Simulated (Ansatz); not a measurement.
# BN: pressure against volume scale

All results are calculated (Ansatz 0.2.0). Periodic Kohn-Sham DFT of a crystal at fixed atoms, scaled to volume_scale times the given cell; pressure positive in compression, energy less spherical unpolarised free atoms, largest_vzz the field gradient of largest size among the nuclei.

The cell before it is scaled or strained (space group F-43m, No. 216):
```
CELL_PARAMETERS angstrom
0.00000 1.80750 1.80750
1.80750 0.00000 1.80750
1.80750 1.80750 0.00000
ATOMIC_POSITIONS crystal
B 0.00000 0.00000 0.00000
N 0.75000 0.75000 0.75000
```

Settings of every row: method frozen-core PAW; functional PBE; relativity scalar; k mesh 13x13x13; filling fermi-dirac; smearing width 0.03 eV; wave cutoff 420 eV; paw set soft_2.

Atom start moment: 0 on all atoms.

| row | volume scale | V (Å³/atom) | pressure (GPa) |
| --- | --- | --- | --- |
| 1 | 0.94 | 5.551 | 29.514 |
| 2 | 0.96 | 5.669 | 19.846 |
| 3 | 0.98 | 5.787 | ? |
| 4 | 0.99 | 5.846 | 6.943 |
| 5 | 1 | 5.905 | 3.025 |
| 6 | 1.01 | 5.964 | -0.709 |
| 7 | 1.02 | 6.023 | -4.277 |
| 8 | 1.04 | 6.141 | -10.931 |
| 9 | 1.06 | 6.26 | -16.998 |

Question: what pressure should row 3 give?

Worked fit of pressure. Take u = (V_r/V)^(2/3) − 1 with V_r = 5.9345 Å³ an atom, which is twice the finite (Eulerian) strain; such expansions in the strain, on which the Birch-Murnaghan equation of state is built, carry the rest volume and the bulk modulus. The shown rows have u = 0.04554, 0.03098, 0.01007, 0.00333, -0.0033, -0.00982, -0.02255, -0.03497. Least squares give pressure = 1.1327 + 563.967 × u + 1299.6 × u² GPa; a straight line predicts inner rows, each left out in turn, worse (root mean square 0.68 against 0.006 GPa). The rows lie off it by 0.003, -0.006, -0.001, 0.000, 0.005, 0.003, -0.007, 0.002 (root mean square 0.0041 GPa). The pressure vanishes at u = -0.0020, or V = 5.953 Å³ an atom, and there the bulk modulus at fixed shape and fractions is B = −V dP/dV = (2/3)(1 + u) dP/du = 372 GPa. The withheld row has u = 0.01692, so the fit gives 1.1327 + 563.967 × (0.01692) + 1299.6 × (0.01692)² = 11.047 GPa.

The calculation gave 11.04 GPa. The fit lies 0.007 GPa (0.015 % of the column's range) above it; its largest miss of a shown row is 0.007 GPa.
